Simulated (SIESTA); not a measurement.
# SIESTA run on SrF2 (I4mm, 3 atoms in the cell): self-consistent single point

Computed with GGA PBE, numerical atomic orbitals TZP, PseudoDojo PBE standard norm-conserving potentials (rewritten from UPF to PSML) (SIESTA).

Input as run:

```
# files in the folder: Sr.psml F.psml (PseudoDojo PBE standard)
SystemName  SrF2
SystemLabel srf2

NumberOfAtoms                3
NumberOfSpecies              2
%block ChemicalSpeciesLabel
  1 38 Sr
  2 9 F
%endblock ChemicalSpeciesLabel
LatticeConstant              1.0 Ang
%block LatticeVectors
     0.000000000    2.885500000    2.885500000
     2.885500000    0.000000000    2.885500000
     2.885500000    2.885500000    0.000000000
%endblock LatticeVectors
AtomicCoordinatesFormat      Ang
%block AtomicCoordinatesAndAtomicSpecies
    -0.000000000   -0.000000000    0.049999944  1
     1.442750000    1.442750000    1.442750000  2
     4.328250000    4.328250000    4.328250000  2
%endblock AtomicCoordinatesAndAtomicSpecies

XC.functional                GGA
XC.authors                   PBE
PAO.BasisSize                TZP
PAO.EnergyShift              0.01 Ry
MeshCutoff                   300 Ry
%block kgrid.MonkhorstPack
    5   0   0  0.0
    0   5   0  0.0
    0   0   5  0.0
%endblock kgrid.MonkhorstPack
OccupationFunction           FD
ElectronicTemperature        232.09 K

MaxSCFIterations             150
SCF.Mixer.Method             Broyden
SCF.Mixer.Weight             0.1
SCF.Mixer.History            6
SCF.DM.Tolerance             1.0E-04
Diag.ParallelOverK           true
WriteForces                  true
Charge.Mulliken              end
```

The program printed (abridged):

```
reinit: Reading from file input.fdf

reinit: System Name: SrF2
reinit: System Label: srf2

coor:   Atomic-coordinates input format  =     Cartesian coordinates
coor:                                          (in Angstroms)

siesta: Atomic coordinates (Bohr) and species
siesta:     -0.00000  -0.00000   0.09449  1        1
siesta:      2.72640   2.72640   2.72640  2        2
siesta:      8.17921   8.17921   8.17921  2        3

siesta: System type = bulk

initatomlists: Number of atoms, orbitals, and projectors:      3    44    44

siesta: ******************** Simulation parameters ****************************
redata: Spin configuration                          = none
redata: Time-Reversal Symmetry                      = T
redata: Number of Atomic Species                    =        2
redata: Mesh Cutoff                                 =   300.0000 Ry
redata: Net charge of the system                    =     0.0000 |e|
redata: Min. number of SCF Iter                     =        0
redata: Max. number of SCF Iter                     =      150
redata: SCF convergence failure will abort job
redata: SCF mix quantity                            = Hamiltonian
redata: Mix DM or H after convergence               =   F
redata: Recompute H after scf cycle                 =   F
redata: Mix DM in first SCF step                    =   T
redata: No kicks to SCF
redata: DM Mixing Weight for Kicks                  =     0.5000
redata: Require Harris convergence for SCF          =   F
redata: Harris energy tolerance for SCF             =     0.000100 eV
redata: Require DM convergence for SCF              =   T
redata: DM tolerance for SCF                        =     0.000100
redata: Require EDM convergence for SCF             =   F
redata: EDM tolerance for SCF                       =     0.001000 eV
redata: Require H convergence for SCF               =   T
redata: Hamiltonian tolerance for SCF               =     0.001000 eV
   [... lines left out ...]
diag: Parallel distribution                         =     1 x     1
diag: Used triangular part                          = Lower
diag: Absolute tolerance                            =  0.100E-15
diag: Orthogonalization factor                      =  0.100E-05
diag: Memory factor                                 =  1.0000

superc: Internal auxiliary supercell:     5 x     5 x     5  =     125
superc: Number of atoms, orbitals, and projectors:    375   5500   5500

                        Single-point calculation

superc: Internal auxiliary supercell:     5 x     5 x     5  =     125
superc: Number of atoms, orbitals, and projectors:    375   5500   5500

outcell: Unit cell vectors (Ang):
        0.000000    2.885500    2.885500
        2.885500    0.000000    2.885500
        2.885500    2.885500    0.000000

outcell: Cell vector modules (Ang)   :    4.080713    4.080713    4.080713
outcell: Cell angles (23,13,12) (deg):     60.0000     60.0000     60.0000
outcell: Cell volume (Ang**3)        :     48.0500
new_DM -- step:     1
Initializing Density Matrix...

Attempting to read DM from file... Failed...
DM filled with atomic data:

InitMesh: MESH = 36 x 36 x 36 = 46656
InitMesh: Mesh cutoff (required, used) =   300.000   322.646 Ry

stepf: Fermi-Dirac step function
        iscf     Eharris(eV)        E_KS(eV)     FreeEng(eV)     dDmax    Ef(eV) dHmax(eV)
   scf:    1    -2276.701178    -2276.589539    -2276.589539  1.347630 -8.416415  5.568678
   scf:    2    -2277.384942    -2277.003289    -2277.003289  0.070250 -8.595847  4.264751
   scf:    3    -2277.773737    -2277.586885    -2277.586885  0.275147 -6.172018  0.570615
   scf:    4    -2277.600337    -2277.594489    -2277.594489  0.018820 -6.228719  0.499804
   scf:    5    -2277.601993    -2277.599843    -2277.599843  0.035911 -3.458152  0.235158
   scf:    6    -2277.600707    -2277.600286    -2277.600286  0.002535 -3.454919  0.199247
   scf:    7    -2277.602095    -2277.601392    -2277.601392  0.010631 -3.422048  0.045301
   scf:    8    -2277.601480    -2277.601454    -2277.601454  0.003100 -3.413900  0.000588
   scf:    9    -2277.601454    -2277.601454    -2277.601454  0.000022 -3.413856  0.000501
SCF Convergence by DM+H criterion
max |DM_out - DM_in|         :     0.0000215909
max |H_out - H_in|      (eV) :     0.0005006945
SCF cycle converged after 9 iterations

Using DM_out to compute the final energy and forces

siesta: E_KS(eV) =            -2277.6015

siesta: E_KS - E_eggbox =     -2277.6015

siesta: Atomic forces (eV/Ang):
     1   -0.000020   -0.000020   -0.334594
     2    0.000062    0.000062    0.171319
     3   -0.000052   -0.000052    0.171203
   Tot   -0.000010   -0.000010    0.007929
   Max    0.334594
   Res    0.137685    sqrt( Sum f_i^2 / 3N )
   Max    0.334594    constrained

Stress tensor Voigt[x,y,z,yz,xz,xy] (kbar):      -24.66      -24.66      -24.01       -0.08       -0.08       -0.08
(Free)E + p*V (eV/cell)    -2276.8684
Target enthalpy (eV/cell)    -2277.6015

siesta: Program's energy decomposition (eV):
siesta: Ebs     =      -444.880975
siesta: Eions   =      3826.384379
siesta: Ena     =       935.306058
siesta: Ekin    =      1144.865527
siesta: Enl     =        -8.749457
siesta: Eso     =         0.000000
siesta: Edftu   =         0.000000
siesta: DEna    =        10.492961
siesta: DUscf   =         0.920640
siesta: DUext   =         0.000000
siesta: Ex      =      -500.565299
siesta: Ec      =       -33.487506
siesta: Exc     =      -534.052806
siesta: Eharris =     -2277.601454
siesta: Etot    =     -2277.601454
siesta: FreeEng =     -2277.601454

siesta: Atomic forces (eV/Ang):
siesta:      1   -0.000020   -0.000020   -0.334594
siesta:      2    0.000062    0.000062    0.171319
siesta:      3   -0.000052   -0.000052    0.171203
siesta: ----------------------------------------
siesta:    Tot   -0.000010   -0.000010    0.007929

siesta: Stress tensor (static) (eV/Ang**3):
siesta:    -0.015390   -0.000049   -0.000049
siesta:    -0.000049   -0.015390   -0.000049
siesta:    -0.000049   -0.000049   -0.014987

siesta: Cell volume =         48.049982 Ang**3

siesta: Pressure (static):
siesta:                Solid            Molecule  Units
siesta:           0.00016616          0.00009394  Ry/Bohr**3
siesta:           0.01525582          0.00862501  eV/Ang**3
siesta:          24.44252608         13.81878590  kBar

mulliken: Atomic and Orbital Populations:

Species: Sr
Atom  Qatom  Qorb
               4s      5s      5s      5s      4py     4pz     4px     5py
               5pz     5px
   1  8.919   1.986   0.307  -0.449   0.524   1.996   1.996   1.996   0.187
              0.188   0.187

Species: F
Atom  Qatom  Qorb
               2s      2s      2s      2py     2pz     2px     2py     2pz
               2px     2py     2pz     2px     3Pdxy   3Pdyz   3Pdz2   3Pdxz
               3Pdx2-y2
   2  7.540   1.794  -0.139   0.219   2.169   2.168   2.169  -0.235  -0.236
             -0.235  -0.047  -0.047  -0.047   0.002   0.002   0.002   0.002

              0.002
   3  7.540   1.794  -0.139   0.219   2.169   2.168   2.169  -0.235  -0.236
             -0.235  -0.047  -0.047  -0.047   0.002   0.002   0.002   0.002

              0.002

mulliken: Qtot =       24.000

Mulliken Atomic Populations:
Atom #   charge [q] valence [e]  Species
     1     1.080926    8.919074  Sr
     2    -0.540463    7.540463  F
     3    -0.540463    7.540463  F
 Total     0.000000
```

The run converged in 9 iterations.

The starting cell has typed, rounded lattice constants, without a prior relaxation at this level. Its lattice was rescaled by up to half a per cent. One atom was moved a little off its site on purpose. Values carry the incompleteness of an atom-centred basis.
